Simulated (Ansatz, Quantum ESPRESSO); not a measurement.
# AlFe in the B2 ordering: electron–phonon coupling with Quantum ESPRESSO, part 4 of 6

Each step names its level of theory.

So far, highest frequency, solved or plainly interpolated (cm⁻¹): step 4 (phonons and couplings with ph.x: Methfessel–Paxton smearing …) 382. The relaxed cell has a = 2.875 Å (conventional setting).

The structure was built from a prototype and need not be the compound's stable phase.

**5. Coupling and resistivity: Methfessel–Paxton smearing of 0.2 eV (continued)**

Level of this step: DFT PBE, scalar-relativistic, plane waves, PAW (Ansatz).

300 K. The cumulative share of the conductivity, along x by mean free path:

```
mean free path (nm)  cumulative share of the conductivity, along x
              0.708                                        0.00241
              0.794                                        0.00385
              0.891                                        0.00576
               1.12                                         0.0122
               1.26                                         0.0188
               1.41                                         0.0337
               1.58                                         0.0727
               1.78                                          0.108
               2.00                                          0.142
               2.51                                          0.220
               2.82                                          0.229
               3.16                                          0.261
               3.55                                          0.279
               3.98                                          0.290
               4.47                                          0.293
               5.62                                          0.297
               6.31                                          0.297
               7.08                                          0.297
               7.94                                          0.297
               8.91                                          0.297
                 10                                          0.299
               12.6                                          0.323
               14.1                                          0.341
               15.8                                          0.358
               17.8                                          0.391
               19.9                                          0.447
               22.4                                          0.554
               28.2                                          0.694
               31.6                                          0.829
               35.5                                          0.999
```

Resistivity by mesh:

```
 mesh  T (K)  mean rho (μΩ cm)
8x8x8     20          0.008357
8x8x8    300             11.73
8x8x8    800              34.1
4x4x4     20          0.003698
4x4x4    300             21.24
4x4x4    800             60.28
```

Harmonic mean-square displacement, third of the trace. U eq, by row:

```
T (K)  Al1 U_eq (Å²)  Fe2 U_eq (Å²)
    0        0.00248        0.00172
  100        0.00314        0.00244
  300        0.00635        0.00566
  600        0.01199        0.01097
```

No LO-TO term; unit eigenvectors of the mass-weighted matrix. Modes at Γ, with each element's share of the kinetic energy:

```
mode  frequency (cm⁻¹)  symmetry  Al %  Fe %
   1               0.0       T1u    33    67
   2               0.0       T1u    33    67
   3               0.0       T1u    33    67
   4             344.8       T1u    67    33
   5             344.8       T1u    67    33
   6             344.8       T1u    67    33
```

Displacements in mode 6 (344.8 cm⁻¹), the largest set to 1:
```
Al1  0.00  0.03  1.00
Fe2  0.00 -0.01 -0.48
```

By its own test the run is not converged in the mesh. λ = 0.751 and 11.7 μΩ cm at 300 K. The run's own test puts 81 % between its two finest meshes on the component of the resistivity at 300 K that moves most, so it is not converged. By the run's own test λ of one spin channel moves by 32 % between its two finest scattering meshes.

**6. Second program, ground state**

ph.x needs a tightly converged ground state on the same k mesh; the cell is that of the step before.

This step: DFT PBE, scalar-relativistic, plane waves, GBRV ultrasoft pseudopotentials (Quantum ESPRESSO 7.5).

File pw.in:

```
 &control
    calculation='scf',
    prefix='x',
    outdir='./tmp',
    pseudo_dir='./pseudo',
    tprnfor=.true.,
    tstress=.true.,
 /
 &system
    ibrav=1,
    celldm(1)=5.43346434,
    nat=2,
    ntyp=2,
    ecutwfc=52.0,
    ecutrho=416.0,
    occupations='smearing',
    smearing='mp',
    degauss=0.01469973,
    nbnd=19,
    nspin=2,
    starting_magnetization(2)=0.054,
 /
 &electrons
    conv_thr=1.0d-11,
    mixing_beta=0.5,
 /
ATOMIC_SPECIES
 Al     26.9815  Al.upf
 Fe     55.8450  Fe.upf
ATOMIC_POSITIONS crystal
 Al     0.000000000   0.000000000   0.000000000
 Fe     0.500000000   0.500000000   0.500000000
K_POINTS automatic
 10 10 10 0 0 0
```

The mesh is denser.

Command:

```sh
> OMP_NUM_THREADS=1 mpirun -n 4 pw.x -nk 4 -in pw.in > pw.x.log
```

Numbers of over 12 decimals in the logs are rounded to 6 here.

The program printed:

```text
[banner, memory and clock lines left out]
Program PWSCF v.7.5

     G-vector sticks info

     bravais-lattice index     =            1
     lattice parameter (alat)  =       5.4335  a.u.
     unit-cell volume          =     160.4096 (a.u.)^3
     number of atoms/cell      =            2
     number of atomic types    =            2
     number of electrons       =        19.00
     number of Kohn-Sham states=           19
     kinetic-energy cutoff     =      52.0000  Ry
     charge density cutoff     =     416.0000  Ry
     scf convergence threshold =      1.0E-11
     mixing beta               =       0.5000
     number of iterations used =            8  plain     mixing
     Exchange-correlation=  SLA  PW   PBX  PBC
                           (   1   4   3   4   0   0   0)

     celldm(1)=   5.433464  celldm(2)=   0.000000  celldm(3)=   0.000000
     celldm(4)=   0.000000  celldm(5)=   0.000000  celldm(6)=   0.000000

     crystal axes: (cart. coord. in units of alat)
               a(1) = (   1.000000   0.000000   0.000000 )
               a(2) = (   0.000000   1.000000   0.000000 )
               a(3) = (   0.000000   0.000000   1.000000 )

     reciprocal axes: (cart. coord. in units 2 pi/alat)
               b(1) = (  1.000000  0.000000  0.000000 )
               b(2) = (  0.000000  1.000000  0.000000 )
               b(3) = (  0.000000  0.000000  1.000000 )

     PseudoPot. # 1 for Al read from file:
     ./pseudo/Al.upf
     Pseudo is Ultrasoft + core correction, Zval =  3.0
     Using radial grid of  893 points,  3 beta functions with:
                l(1) =   0
                l(2) =   1
                l(3) =   2
     Q(r) pseudized with  8 coefficients,  rinner =    0.900   0.900   0.900
                                                       0.900   0.900

     PseudoPot. # 2 for Fe read from file:
     ./pseudo/Fe.upf
     Pseudo is Ultrasoft + core correction, Zval = 16.0
     Using radial grid of  861 points,  6 beta functions with:
                l(1) =   0
                l(2) =   0
                l(3) =   1
                l(4) =   1
                l(5) =   2
                l(6) =   2
     Q(r) pseudized with  8 coefficients,  rinner =    1.000   1.000   1.000
                                                       1.000   1.000

     atomic species   valence    mass     pseudopotential
     Al                3.00    26.98150     Al( 1.00)
     Fe               16.00    55.84500     Fe( 1.00)

     Starting magnetic structure
     atomic species   magnetization
     Al              0.000
     Fe              0.054

     48 Sym. Ops., with inversion, found

   Cartesian axes

     site n.     atom                  positions (alat units)
         1        Al     tau(   1) = (   0.0000000   0.0000000   0.0000000  )
         2        Fe     tau(   2) = (   0.5000000   0.5000000   0.5000000  )

     number of k points=    56  Methfessel-Paxton smearing, width (Ry)=  0.0147
                       cart. coord. in units 2pi/alat
        k(    1) = (   0.0000000   0.0000000   0.0000000), wk =   0.0010000
        k(    2) = (   0.0000000   0.0000000   0.1000000), wk =   0.0060000
        k(    3) = (   0.0000000   0.0000000   0.2000000), wk =   0.0060000
        k(    4) = (   0.0000000   0.0000000   0.3000000), wk =   0.0060000
        k(    5) = (   0.0000000   0.0000000   0.4000000), wk =   0.0060000
        k(    6) = (   0.0000000   0.0000000  -0.5000000), wk =   0.0030000
        k(    7) = (   0.0000000   0.1000000   0.1000000), wk =   0.0120000
        k(    8) = (   0.0000000   0.1000000   0.2000000), wk =   0.0240000
        k(    9) = (   0.0000000   0.1000000   0.3000000), wk =   0.0240000
        k(   10) = (   0.0000000   0.1000000   0.4000000), wk =   0.0240000
        k(   11) = (   0.0000000   0.1000000  -0.5000000), wk =   0.0120000
        k(   12) = (   0.0000000   0.2000000   0.2000000), wk =   0.0120000
        k(   13) = (   0.0000000   0.2000000   0.3000000), wk =   0.0240000
        k(   14) = (   0.0000000   0.2000000   0.4000000), wk =   0.0240000
        k(   15) = (   0.0000000   0.2000000  -0.5000000), wk =   0.0120000
        k(   16) = (   0.0000000   0.3000000   0.3000000), wk =   0.0120000
[...]
k(   49) = (   0.3000000   0.3000000  -0.5000000), wk =   0.0120000
        k(   50) = (   0.3000000   0.4000000   0.4000000), wk =   0.0240000
        k(   51) = (   0.3000000   0.4000000  -0.5000000), wk =   0.0240000
        k(   52) = (   0.3000000  -0.5000000  -0.5000000), wk =   0.0060000
        k(   53) = (   0.4000000   0.4000000   0.4000000), wk =   0.0080000
        k(   54) = (   0.4000000   0.4000000  -0.5000000), wk =   0.0120000
        k(   55) = (   0.4000000  -0.5000000  -0.5000000), wk =   0.0060000
        k(   56) = (  -0.5000000  -0.5000000  -0.5000000), wk =   0.0010000

     Dense  grid:    22983 G-vectors     FFT dimensions: (  36,  36,  36)

     Smooth grid:     8217 G-vectors     FFT dimensions: (  25,  25,  25)

     Check: negative core charge=   -0.000019
     Generating pointlists ...
     new r_m :   0.3572 (alat units)  1.9410 (a.u.) for type    1
     new r_m :   0.3572 (alat units)  1.9410 (a.u.) for type    2

     Initial potential from superposition of free atoms

     starting charge      17.9975, renormalised to      19.0000
     Starting wfcs are   17 randomized atomic wfcs +    2 random wfcs

     per-process dynamical memory:    31.1 Mb

     Self-consistent Calculation

     iteration #  1     ecut=    52.00 Ry     beta= 0.50
     Davidson diagonalization with overlap
     ethr =  1.00E-02,  avg # of iterations =  5.7

     total energy              =    -255.06332878 Ry
     estimated scf accuracy    <       3.71192192 Ry

     total magnetization       =     0.41 Bohr mag/cell
     absolute magnetization    =     0.49 Bohr mag/cell

     iteration #  2     ecut=    52.00 Ry     beta= 0.50
     Davidson diagonalization with overlap
     ethr =  1.00E-02,  avg # of iterations =  2.2

     total energy              =    -255.61383924 Ry
     estimated scf accuracy    <      16.14587712 Ry

     total magnetization       =     0.02 Bohr mag/cell
     absolute magnetization    =     0.05 Bohr mag/cell

     iteration #  3     ecut=    52.00 Ry     beta= 0.50
     Davidson diagonalization with overlap
     ethr =  1.00E-02,  avg # of iterations =  2.0

     total energy              =    -257.10171596 Ry
     estimated scf accuracy    <       0.06614881 Ry

     total magnetization       =     0.60 Bohr mag/cell
     absolute magnetization    =     0.65 Bohr mag/cell

     iteration #  4     ecut=    52.00 Ry     beta= 0.50
     Davidson diagonalization with overlap
     ethr =  3.48E-04,  avg # of iterations =  1.5

     total energy              =    -257.09797656 Ry
     estimated scf accuracy    <       0.02347127 Ry

     total magnetization       =     0.62 Bohr mag/cell
     absolute magnetization    =     0.68 Bohr mag/cell

     iteration #  5     ecut=    52.00 Ry     beta= 0.50
     Davidson diagonalization with overlap
     ethr =  1.24E-04,  avg # of iterations =  2.0

     total energy              =    -257.09757219 Ry
     estimated scf accuracy    <       0.01120140 Ry

     total magnetization       =     0.67 Bohr mag/cell
     absolute magnetization    =     0.75 Bohr mag/cell

     iteration #  6     ecut=    52.00 Ry     beta= 0.50
     Davidson diagonalization with overlap
     ethr =  5.90E-05,  avg # of iterations =  1.2

     total energy              =    -257.09891674 Ry
     estimated scf accuracy    <       0.00036336 Ry

     total magnetization       =     0.70 Bohr mag/cell
     absolute magnetization    =     0.79 Bohr mag/cell

     iteration #  7     ecut=    52.00 Ry     beta= 0.50
     Davidson diagonalization with overlap
     ethr =  1.91E-06,  avg # of iterations =  3.1

     total energy              =    -257.09880447 Ry
     estimated scf accuracy    <       0.00337077 Ry

     total magnetization       =     0.73 Bohr mag/cell
     absolute magnetization    =     0.84 Bohr mag/cell

     iteration #  8     ecut=    52.00 Ry     beta= 0.50
     Davidson diagonalization with overlap
     ethr =  1.91E-06,  avg # of iterations =  1.2

     total energy              =    -257.09868570 Ry
     estimated scf accuracy    <       0.00107661 Ry

     total magnetization       =     0.73 Bohr mag/cell
     absolute magnetization    =     0.84 Bohr mag/cell

     iteration #  9     ecut=    52.00 Ry     beta= 0.50
     Davidson diagonalization with overlap
     ethr =  1.91E-06,  avg # of iterations =  1.5

     total energy              =    -257.09881678 Ry
     estimated scf accuracy    <       0.00005951 Ry

     total magnetization       =     0.76 Bohr mag/cell
     absolute magnetization    =     0.89 Bohr mag/cell

     iteration # 10     ecut=    52.00 Ry     beta= 0.50
     Davidson diagonalization with overlap
     ethr =  3.13E-07,  avg # of iterations =  1.0

     total energy              =    -257.09881891 Ry
     estimated scf accuracy    <       0.00000889 Ry

     total magnetization       =     0.76 Bohr mag/cell
     absolute magnetization    =     0.88 Bohr mag/cell

     iteration # 11     ecut=    52.00 Ry     beta= 0.50
     Davidson diagonalization with overlap
     ethr =  4.68E-08,  avg # of iterations =  1.1

     total energy              =    -257.09882056 Ry
     estimated scf accuracy    <       0.00000050 Ry

     total magnetization       =     0.76 Bohr mag/cell
     absolute magnetization    =     0.89 Bohr mag/cell

     iteration # 12     ecut=    52.00 Ry     beta= 0.50
     Davidson diagonalization with overlap
     ethr =  2.63E-09,  avg # of iterations =  1.0

     total energy              =    -257.09882062 Ry
     estimated scf accuracy    <          5.3E-09 Ry

     total magnetization       =     0.76 Bohr mag/cell
     absolute magnetization    =     0.89 Bohr mag/cell

     iteration # 13     ecut=    52.00 Ry     beta= 0.50
     Davidson diagonalization with overlap
     ethr =  2.77E-11,  avg # of iterations =  2.0

     total energy              =    -257.09882062 Ry
     estimated scf accuracy    <          3.0E-09 Ry

     total magnetization       =     0.76 Bohr mag/cell
     absolute magnetization    =     0.89 Bohr mag/cell

     iteration # 14     ecut=    52.00 Ry     beta= 0.50
     Davidson diagonalization with overlap
     ethr =  1.58E-11,  avg # of iterations =  2.0

     total energy              =    -257.09882062 Ry
     estimated scf accuracy    <          6.9E-11 Ry

     total magnetization       =     0.76 Bohr mag/cell
     absolute magnetization    =     0.89 Bohr mag/cell

     iteration # 15     ecut=    52.00 Ry     beta= 0.50
     Davidson diagonalization with overlap
     ethr =  3.64E-13,  avg # of iterations =  1.8

     Magnetic moment per site  (integrated on atomic sphere of radius R)
     atom   1 (R=0.357)  charge=  1.3039  magn= -0.0337
     atom   2 (R=0.357)  charge= 14.5839  magn=  0.8056

     End of self-consistent calculation

     Number of k-points >= 100: set verbosity='high' to print the bands.

     the Fermi energy is    13.9067 ev

!    total energy              =    -257.09882063 Ry
     estimated scf accuracy    <          5.9E-12 Ry
     smearing contrib. (-TS)   =       0.00010738 Ry
     internal energy E=F+TS    =    -257.09892800 Ry

     The total energy is F=E-TS. E is the sum of the following terms:
     one-electron contribution =    -160.91220018 Ry
     hartree contribution      =      89.99257542 Ry
     xc contribution           =     -33.63027866 Ry
     ewald contribution        =    -152.54902459 Ry

     total magnetization       =     0.76 Bohr mag/cell
     absolute magnetization    =     0.89 Bohr mag/cell

     convergence has been achieved in  15 iterations

     Forces acting on atoms (cartesian axes, Ry/au):

     atom    1 type  1   force =     0.00000000    0.00000000    0.00000000
     atom    2 type  2   force =     0.00000000    0.00000000    0.00000000

     Total force =     0.000000     Total SCF correction =     0.000000

     Computing stress (Cartesian axis) and pressure

          total   stress  (Ry/bohr**3)                   (kbar)     P=        0.30
   0.00000206   0.00000000   0.00000000            0.30        0.00        0.00
   0.00000000   0.00000206   0.00000000            0.00        0.30        0.00
   0.00000000   0.00000000   0.00000206            0.00        0.00        0.30

     XML data file, charge density, pseudopotentials, collected wavefunctions
```

Run time: 10 s. Hardware: 4 MPI ranks of Arm Neoverse V1, shared host; 40 s of CPU time.

This step gave:

* pressure: 0.03 GPa
* magnetization: 0.76 μB

With these potentials, mesh and smearing the cell is at 0.03 GPa.

(Part 4 of 6 ends here.)

[Logs are printed without paths, hosts, clocks, repeated set-up lines and the standing remarks that a program may print on its own settings, such as how far it seeks lower states.]

[Hosts, paths, dates, database ids (printed as entryN), source tags and the programs' standing remarks are cut or masked in the printed files.]
